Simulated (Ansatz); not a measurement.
# The perfect armchair graphene nanoribbon (N = 9, H2 edges), part 2 of 3

What gap, if any, does the armchair graphene nanoribbon (N = 9, H2 edges) have, and how does it change with the functional and under strain?

Ansatz 0.2.0; DFT PBE, plane waves, PAW; relaxation of a wire's period (the session's first sound run).

So far. Step 2 (Relaxation of atoms and period): The cell's length comes to 4.301 Å with spin left out.

## (3) The wire at its relaxed period

This step: DFT PBE, plane waves, PAW; bands of a perfect wire (Ansatz 0.2.0).

At the relaxed period the bands are computed along the axis; those that cross an energy going forward count the channels that a perfect wire would open there.

input.yaml

```yaml
crystal:
  lattice:
    - [17.981, 0.0, 0.0]
    - [0.0, 8.76, 0.0]
    - [0.0, 0.0, 4.3011900547]
  atoms:
    - { symbol: C, position: [0.22107549, 0.5, 0.989100459] }
    - { symbol: C, position: [0.36286925, 0.5, 0.9987693] }
    - { symbol: C, position: [0.5, 0.5, 0.001315466] }
    - { symbol: C, position: [0.63713075, 0.5, 0.9987693] }
    - { symbol: C, position: [0.77892451, 0.5, 0.989100459] }
    - { symbol: C, position: [0.22107549, 0.5, 0.344232874] }
    - { symbol: C, position: [0.36286925, 0.5, 0.334564034] }
    - { symbol: C, position: [0.5, 0.5, 0.332017867] }
    - { symbol: C, position: [0.63713075, 0.5, 0.334564034] }
    - { symbol: C, position: [0.77892451, 0.5, 0.344232874] }
    - { symbol: H, position: [0.189060167, 0.599147151, 0.427835151] }
    - { symbol: H, position: [0.189060167, 0.400852849, 0.427835151] }
    - { symbol: H, position: [0.810939833, 0.599147151, 0.427835151] }
    - { symbol: H, position: [0.810939833, 0.400852849, 0.427835151] }
    - { symbol: C, position: [0.295270415, 0.5, 0.505083056] }
    - { symbol: C, position: [0.431258072, 0.5, 0.499914864] }
    - { symbol: C, position: [0.568741928, 0.5, 0.499914864] }
    - { symbol: C, position: [0.704729585, 0.5, 0.505083056] }
    - { symbol: C, position: [0.295270415, 0.5, 0.828250277] }
    - { symbol: C, position: [0.431258072, 0.5, 0.83341847] }
    - { symbol: C, position: [0.568741928, 0.5, 0.83341847] }
    - { symbol: C, position: [0.704729585, 0.5, 0.828250277] }
    - { symbol: H, position: [0.189060167, 0.599147151, 0.905498182] }
    - { symbol: H, position: [0.189060167, 0.400852849, 0.905498182] }
    - { symbol: H, position: [0.810939833, 0.599147151, 0.905498182] }
    - { symbol: H, position: [0.810939833, 0.400852849, 0.905498182] }
kpoints:
  mp_grid: { grid: [1, 1, 19] }
  band_path: { path: ["Γ", Z], npoints: 50 }
scf:
  occupations: { method: fermi_dirac, width: 0.05 }
hamiltonian:
  xc: pbe
output:
  dos: { e_range: [-5, 4] }
  write_potential: true
  write_density: true
  volumetric_format: npy
  elf: true
```

Run with:

```bash
ansatz run input.yaml --threads 8 --pin off --max-ram 16384MiB --backend cpu --events-out ev --progress --plain --runs-dir out
```

Numbers of over 12 decimals in the logs are rounded to 6 here.

What it wrote:

```text
[...]
Crystal: 26 atoms, lattice volume = 677.496 Å³
Basis set: ecut = 420 eV, 13267 PW (Γ)
Bands: 66, of which v1, the nominal top of the filled ones, is band 40 counted from 1 (39 counted from 0)
Symmetry: 8 space group operations
[...]
k-points: 10 of 19
[...]
SCF iter   1: F=—  HF=-4644.559978 eV  |F-HF|=—  |Δ(HF+E_count)|=         —  Δρ=3.17e-3  dr2=2.35e-1  ethr=1.77e-3  ⟨swp⟩=8.5  Hψ=3714  notcnv=0  defer=142
[...]
SCF iter   8: F=-4644.487681 eV  HF=-4644.487681 eV  |F-HF|=9.31e-9  |Δ(HF+E_count)|=   7.44e-7  Δρ=3.64e-6  dr2=6.82e-8  ethr=1.25e-10  ⟨swp⟩=27.2  Hψ=5338  notcnv=0
SCF 1 converged in 8 iterations: F = -4644.487681 eV  dr2 = 6.82e-8
[...]
NSCF: frozen V_eff on 51 k-points
WARN: The output density's exchange-correlation potential varies sharply where the density is thin. Do not read a vacuum level from v_tot or v_xc, or from such a field of the output density. On a cell that repeats whose density bears no net charge and no dipole along the vacuum's axis use v_es (v_loc + v_h of the components); under efield.dipole_correction with no amplitude use v_es + v_field, which holds any externa [...]
SCF converged after 8 iterations
Free energy (F): -4644.487681 eV
[...]
Internal energy: -4644.487681 eV  (E = F + TS)
E sigma→0 (E₀):  -4644.487681 eV
Entropy (-TS):   -0.000000 eV (-0.000 meV/atom)
Fermi energy:    -0.645225 eV
[...]
--- Band table (eV; the first three rows and the last of 10) ---
  k-point 0: bands = [... 36 lower, -3.2868, -2.7095, -1.6544, -1.3722, 0.0926, 0.1615, 0.8085, 1.2371, ... 22 higher]
  k-point 1: bands = [... 36 lower, -3.2725, -2.8158, -1.7946, -1.4310, 0.1436, 0.3118, 0.9373, 1.2584, ... 22 higher]
  k-point 2: bands = [... 36 lower, -3.2324, -3.0957, -2.1242, -1.5886, 0.2788, 0.6711, 1.2837, 1.3223, ... 22 higher]
  k-point 9: bands = [... 36 lower, -4.8775, -3.8973, -3.4504, -2.7699, 1.1098, 2.0647, 2.4052, 2.9250, ... 22 higher]
```

Run time: 35 s. Hardware: 8 threads of Intel Xeon at 2.50GHz (Skylake/Cascade Lake), shared host; peak memory 2.6 GiB.

The column dr2 measures how far the density is from self-consistency, as an energy; F and HF (Harris–Foulkes) agree once it is small.

This step gave:

```
band gap : 1.465 eV
```

Electronic bands along the path, in eV, zero at the Fermi level:

| point | band 37 | band 38 | band 39 | band 40 | band 41 | band 42 | band 43 | band 44 |
| --- | --- | --- | --- | --- | --- | --- | --- | --- |
| Γ | -2.64 | -2.06 | -1.01 | -0.73 | 0.74 | 0.81 | 1.45 | 1.88 |
| halfway | -3.58 | -2.66 | -2.36 | -1.64 | 1.51 | 2.30 | 2.36 | 2.62 |
| Z | -4.32 | -3.21 | -2.85 | -2.12 | 1.75 | 2.82 | 2.93 | 3.71 |

ELF in the ca plane at fractional y = 0.500, with atoms of C within 0.2 Å of it. It is the smooth field of the valence electrons, not physical close to the nuclei.

Ten even steps from '_' (0.00) to '@' (0.91), each cell a mean:
```
____________________________
____________________________
____________________________
::..__..::----::______..----
==++##**==++**++::__..==**++
--##@@%%====****--..::++##++
##--::--**%%##==**%%##==**%%
##==----**%%##++++##**==##%%
::**@@%%::--****::__..++##==
##++====**%%%%**++**++++%%@@
**--..::++##++--**@@##--==##
--**%%##--++##**--..::++##**
++++##**++##@@##==--==**%%%%
**::__..++##==::**@@##::--**
++++****++##@@##======**%%%%
--**@@##--++##**--..::++##**
**--..::++##**--++@@##--==##
##++====**@@%%**++******%%@@
::**@@%%--::++++::__..==**--
++==++++++****++::__..==****
..______..::::..______..::::
____________________________
____________________________
____________________________
```
Columns run along c (4.3 Å), rows up along a (18.0 Å). Atoms in or near the plane, at fractional coordinates: C at (0.99, 0.22), C at (0.00, 0.36), C at (0.00, 0.50), C at (0.00, 0.64), C at (0.99, 0.78), C at (0.34, 0.22), C at (0.33, 0.36), C at (0.33, 0.50), C at (0.33, 0.64), C at (0.34, 0.78), C at (0.51, 0.30), C at (0.50, 0.43), C at (0.50, 0.57), C at (0.51, 0.70) and more.

Valence density in the ca plane at fractional y = 0.500, with atoms of C within 0.2 Å of it. It is the smooth field of the valence electrons, not physical close to the nuclei.

Ten even steps from '0' (0.0 e/Å³) to '9' (2.0 e/Å³), each cell a mean:
```
00000000000000
00000000000000
00000000000000
00000000000000
64445652000146
87678974111369
42113698777897
53224798766799
99889984111379
64335897545699
42113799878898
88778984211379
76557995323489
31113699989998
75457996323589
88778984211379
42113799888998
53224787545688
88778973101269
43223431000134
00000000000000
00000000000000
00000000000000
00000000000000
```
Columns run along c (4.3 Å), rows up along a (18.0 Å). Atoms in or near the plane, at fractional coordinates: C at (0.99, 0.22), C at (0.00, 0.36), C at (0.00, 0.50), C at (0.00, 0.64), C at (0.99, 0.78), C at (0.34, 0.22), C at (0.33, 0.36), C at (0.33, 0.50), C at (0.33, 0.64), C at (0.34, 0.78), C at (0.51, 0.30), C at (0.50, 0.43), C at (0.50, 0.57), C at (0.51, 0.70) and more.

Electrostatic potential energy in the ca plane at fractional y = 0.500, with atoms of C within 0.2 Å of it. With pseudopotentials it is smooth inside the atoms' cores, unlike the true potential.

Ten even steps from '_' (-73 eV) to '@' (2 eV), each cell a mean:
```
@@@@@@@@@@@@@@@@@@@@@@@@@@@@
@@@@@@@@@@@@@@@@@@@@@@@@@@@@
@@@@@@@@@@@@@@@@@@@@@@@@@@@@
@@@@@@@@@@@@@@@@@@@@@@@@@@@@
==**%%##++==**@@@@@@@@@@##++
..==##++::..==%%@@@@@@%%++::
%%@@@@@@%%**--::==##++::::++
##%%@@%%##**==--++##**----++
__::**==____==%%@@@@@@%%++..
**##%%%%**++====**%%##++==++
%%@@@@@@%%**::__--##++....==
..==##++..::++%%@@@@@@%%**::
--++%%**====++##%%@@%%##**==
%%@@@@@@%%++..__::**==____==
==**%%##====++**%%%%%%##++==
..--##++....==%%@@@@@@%%**::
%%@@@@@@%%**::__--**==....++
##%%@@%%##**++==**%%##++==**
__--##++____--%%@@@@@@%%++..
##%%@@%%####%%@@@@@@@@@@%%##
@@@@@@@@@@@@@@@@@@@@@@@@@@@@
@@@@@@@@@@@@@@@@@@@@@@@@@@@@
@@@@@@@@@@@@@@@@@@@@@@@@@@@@
@@@@@@@@@@@@@@@@@@@@@@@@@@@@
```
Columns run along c (4.3 Å; values clipped at the 3rd and 97th percentile), rows up along a (18.0 Å). Atoms in or near the plane, at fractional coordinates: C at (0.99, 0.22), C at (0.00, 0.36), C at (0.00, 0.50), C at (0.00, 0.64), C at (0.99, 0.78), C at (0.34, 0.22), C at (0.33, 0.36), C at (0.33, 0.50), C at (0.33, 0.64), C at (0.34, 0.78), C at (0.51, 0.30), C at (0.50, 0.43), C at (0.50, 0.57), C at (0.51, 0.70) and more.

The gap is 1.46 eV, with spin left out.

## (4) Another level of theory, k-mesh 1×1×14

This step: DFT LDA, plane waves, PAW; bands of a perfect wire at the PBE geometry (Ansatz 0.2.0).

The atoms stay at the PBE geometry and the functional changes. At fixed atoms LDA and the gradient-corrected functionals usually give like bands; this run checks that. Against the first PBE run of this kind, the mesh along the wire has 14 points against 19.

input.yaml: that of step 3 with these lines changed.

```diff
@@ -33,3 +33,3 @@
 kpoints:
-  mp_grid: { grid: [1, 1, 19] }
+  mp_grid: { grid: [1, 1, 14] }
   band_path: { path: ["Γ", Z], npoints: 50 }
@@ -38,8 +38,2 @@
 hamiltonian:
-  xc: pbe
-output:
-  dos: { e_range: [-5, 4] }
-  write_potential: true
-  write_density: true
-  volumetric_format: npy
-  elf: true
+  xc: lda
```

What it wrote:

```text
[...]
Crystal: 26 atoms, lattice volume = 677.496 Å³
Basis set: ecut = 420 eV, 13267 PW (Γ)
Bands: 66, of which v1, the nominal top of the filled ones, is band 40 counted from 1 (39 counted from 0)
Symmetry: 8 space group operations
[...]
k-points: 8 of 14
[...]
SCF iter   1: F=—  HF=-4498.279061 eV  |F-HF|=—  |Δ(HF+E_count)|=         —  Δρ=4.85e-3  dr2=3.05e-1  ethr=1.77e-3  ⟨swp⟩=8.0  Hψ=2910  notcnv=0  defer=116
[...]
SCF iter   9: F=-4498.200614 eV  HF=-4498.200614 eV  |F-HF|=1.18e-9  |Δ(HF+E_count)|=   1.41e-8  Δρ=7.57e-7  dr2=3.04e-9  ethr=1.25e-10  ⟨swp⟩=5.2  Hψ=1525  notcnv=0
SCF 1 converged in 9 iterations: F = -4498.200614 eV  dr2 = 3.04e-9
[...]
SCF converged after 9 iterations
Free energy (F): -4498.200614 eV
[...]
Internal energy: -4498.200613 eV  (E = F + TS)
E sigma→0 (E₀):  -4498.200613 eV
Entropy (-TS):   -0.000000 eV (-0.000 meV/atom)
Fermi energy:    -0.870297 eV
[...]
--- Band table (eV; the first three rows and the last of 8) ---
  k-point 0: bands = [... 36 lower, -3.5093, -2.9250, -1.8666, -1.5987, -0.1251, -0.0813, 0.5433, 1.1711, ... 22 higher]
  k-point 1: bands = [... 36 lower, -3.4813, -3.1175, -2.1118, -1.6992, -0.0392, 0.1828, 0.7772, 1.2101, ... 22 higher]
  k-point 2: bands = [... 36 lower, -3.5825, -3.4088, -2.6213, -1.9550, 0.1764, 0.7476, 1.3271, 1.3636, ... 22 higher]
  k-point 7: bands = [... 36 lower, -5.1658, -4.0793, -3.6812, -2.9570, 0.8340, 1.9169, 2.0353, 2.9642, ... 22 higher]
```

Wall time 32 s (8 threads); peak memory 2.5 GiB; 3.2 min of CPU time.

This step gave:

```yaml
band_gap: 1.474 eV
```

The electronic bands at the labelled points (eV, zero at the Fermi level):

| point | band 37 | band 38 | band 39 | band 40 | band 41 | band 42 | band 43 | band 44 |
| --- | --- | --- | --- | --- | --- | --- | --- | --- |
| Γ | -2.64 | -2.05 | -1.00 | -0.73 | 0.75 | 0.79 | 1.41 | 2.04 |
| halfway | -3.58 | -2.66 | -2.33 | -1.62 | 1.49 | 2.28 | 2.52 | 2.61 |
| Z | -4.30 | -3.21 | -2.81 | -2.09 | 1.70 | 2.79 | 2.91 | 3.83 |

The gap is 1.47 eV, against 1.46 eV under PBE at the relaxed period.

## (5) Levels at the same atoms, k-mesh 1×1×14

This step: DFT PBEsol, plane waves, PAW; bands of a perfect wire at the PBE geometry (Ansatz 0.2.0).

The atoms stay at the PBE geometry and the functional changes. At fixed atoms LDA and the gradient-corrected functionals usually give like bands; this run checks that. Against the first PBE run of this kind, the mesh along the wire has 14 points against 19.

input.yaml: that of step 4 with these lines changed.

```diff
@@ -38,2 +38,2 @@
 hamiltonian:
-  xc: lda
+  xc: pbesol
```

What it wrote:

```text
[...]
Crystal: 26 atoms, lattice volume = 677.496 Å³
Basis set: ecut = 420 eV, 13267 PW (Γ)
Bands: 66, of which v1, the nominal top of the filled ones, is band 40 counted from 1 (39 counted from 0)
Symmetry: 8 space group operations
[...]
k-points: 8 of 14
[...]
--- Band table (eV; the first three rows and the last of 8) ---
  k-point 0: bands = [... 36 lower, -3.3254, -2.7434, -1.6835, -1.4083, 0.0653, 0.1194, 0.7541, 1.2880, ... 22 higher]
  k-point 1: bands = [... 36 lower, -3.2982, -2.9356, -1.9289, -1.5113, 0.1538, 0.3838, 0.9880, 1.3274, ... 22 higher]
  k-point 2: bands = [... 36 lower, -3.4003, -3.2270, -2.4400, -1.7717, 0.3745, 0.9505, 1.4452, 1.5754, ... 22 higher]
  k-point 7: bands = [... 36 lower, -4.9937, -3.8969, -3.5132, -2.7845, 1.0488, 2.1317, 2.2511, 3.1084, ... 22 higher]
[key lines of the parts left out:]
SCF converged after 8 iterations
Free energy (F): -4566.052224 eV
Fermi energy:    -0.678794 eV
```

The job ended after 29 s (8 threads; peak memory 2.5 GiB; 3.1 min of CPU time).

Electronic bands along the path, in eV, zero at the Fermi level:

| point | band 37 | band 38 | band 39 | band 40 | band 41 | band 42 | band 43 | band 44 |
| --- | --- | --- | --- | --- | --- | --- | --- | --- |
| Γ | -2.65 | -2.06 | -1.00 | -0.73 | 0.74 | 0.80 | 1.43 | 1.97 |
| halfway | -3.59 | -2.67 | -2.35 | -1.63 | 1.51 | 2.30 | 2.45 | 2.63 |
| Z | -4.31 | -3.22 | -2.83 | -2.11 | 1.73 | 2.81 | 2.93 | 3.79 |

The gap is 1.47 eV, against 1.46 eV under PBE at the relaxed period.

## (6) Levels at the same atoms, cutoff 500 eV, k-mesh 1×1×14

This step: DFT r2SCAN, plane waves, PAW; bands of a perfect wire at the PBE geometry (Ansatz 0.2.0).

The atoms stay at the PBE geometry and the functional changes. r2SCAN also reads the kinetic-energy density; it often gives larger moments and wider gaps than PBE, at a higher cost. Against the first PBE run of this kind, the cutoff is 500 eV against 420 and the mesh along the wire has 14 points against 19.

input.yaml: that of step 5 with these lines changed.

```diff
@@ -38,2 +38,2 @@
 hamiltonian:
-  xc: pbesol
+  xc: r2scan
```

What it wrote:

```text
[...]
Crystal: 26 atoms, lattice volume = 677.496 Å³
Basis set: ecut = 500 eV, 17241 PW (Γ), exchange–correlation on 540×256×128 points (64 copies of the dense FFT grid, shifted against one another)
Bands: 66, of which v1, the nominal top of the filled ones, is band 40 counted from 1 (39 counted from 0)
Symmetry: 8 space group operations
[...]
k-points: 8 of 14
[...]
--- Band table (eV; the first three rows and the last of 8) ---
  k-point 0: bands = [... 36 lower, -3.4623, -2.8553, -1.7351, -1.4238, 0.1300, 0.2137, 0.9036, 1.7347, ... 22 higher]
  k-point 1: bands = [... 36 lower, -3.4354, -3.0563, -1.9935, -1.5387, 0.2302, 0.4932, 1.1499, 1.7748, ... 22 higher]
  k-point 2: bands = [... 36 lower, -3.5438, -3.3641, -2.5348, -1.8254, 0.4764, 1.0955, 1.7709, 1.8948, ... 22 higher]
  k-point 7: bands = [... 36 lower, -5.2419, -4.0680, -3.6978, -2.9224, 1.2196, 2.3688, 2.4956, 3.5975, ... 22 higher]
[key lines of the parts left out:]
SCF converged after 8 iterations
Free energy (F): -4657.698083 eV
Fermi energy:    -0.651751 eV
```

Elapsed: 51 s, on 8 threads; peak memory 3.9 GiB.

The electronic bands at the labelled points (eV, zero at the Fermi level):

| point | band 37 | band 38 | band 39 | band 40 | band 41 | band 42 | band 43 | band 44 |
| --- | --- | --- | --- | --- | --- | --- | --- | --- |
| Γ | -2.81 | -2.20 | -1.08 | -0.77 | 0.78 | 0.87 | 1.56 | 2.39 |
| halfway | -3.81 | -2.84 | -2.52 | -1.75 | 1.62 | 2.46 | 2.82 | 2.88 |
| Z | -4.59 | -3.42 | -3.05 | -2.27 | 1.87 | 3.02 | 3.15 | 4.25 |

The gap is 1.55 eV, against 1.46 eV under PBE at the relaxed period.

## (7) Side by side

Times are for 8 threads of Intel Xeon at 2.50GHz (Skylake/Cascade Lake), shared host. The series side by side:

| no. | level | band gap (eV) | time | memory (GiB) |
| --- | --- | --- | --- | --- |
| 1 | LDA | 1.474 | 32 s | 2.5 |
| 2 | PBEsol | 1.474 | 29 s | 2.5 |
| 3 | r2SCAN | 1.554 | 51 s | 3.9 |

(Part 2 of 3 ends here.)

[Logs are printed without paths, hosts, clocks, repeated set-up lines and the standing remarks that a program may print on its own settings, such as how far it seeks lower states.]

[Hosts, paths, dates, database ids (printed as entryN), source tags and the programs' standing remarks are cut or masked in the printed files.]
